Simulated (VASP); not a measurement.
**BN (Qingsongite): single point with PBE**

**The experiment to reproduce.**

From a printed reference work, monograph, for a bulk crystal of BN at 300 K: band gap 6.4 eV (indirect).

The system is BN (Qingsongite).

```
CELL_PARAMETERS angstrom
0.00000 1.81235 1.81235
1.81235 0.00000 1.81235
1.81235 1.81235 0.00000
ATOMIC_POSITIONS crystal
B 0.00000 0.00000 0.00000
N 0.25000 0.25000 0.25000
```

```
Program                : VASP 6.6.1
Task                   : single point
Functional             : PBE
Potentials or basis    : VASP PAW PBE potentials, release 64 (B, N)
Cutoff                 : 600 eV
k mesh                 : 10 × 10 × 10
Occupations            : gaussian, width 0.01 eV
Spin                   : no spin polarisation
Dipole correction      : no
Further INCAR settings : ALGO = Normal; EDIFF = 1e-06; NBANDS = 11
```

| Item | Value |
| --- | --- |
| Pressure | 0.0 GPa |
| Band gap on the k mesh | 4.45 eV, indirect (least direct gap 8.78 eV) |

Levels at points of the mesh, in eV from the valence-band top:
```
           k point  band 1  band 2  band 3  band 4  band 5  band 6  band 7  band 8
(0.00, 0.00, 0.00)  -20.14    0.00    0.00    0.00    8.78    8.78    8.78   10.22
(0.50, 0.00, 0.00)  -15.96  -10.62   -1.92   -1.92   10.04   10.66   10.66   15.17
(0.50, 0.50, 0.00)  -14.61   -8.86   -4.86   -4.86    4.45    9.19   17.80   17.80
```

Wall time 6.3 s on 1 thread of Intel(R) Xeon(R) Platinum 8559C (Emerald Rapids), on a shared host, peak memory 0.11 GiB.

Measured gap of BN: 6.4 eV (indirect; 300 K; a printed reference work, monograph). This calculation gives 4.45 eV (-1.95 eV). The value is that of PBE on a finite k mesh, which can miss the band edges, without temperature or zero-point motion. Semilocal functionals fall short of measured gaps as a rule.
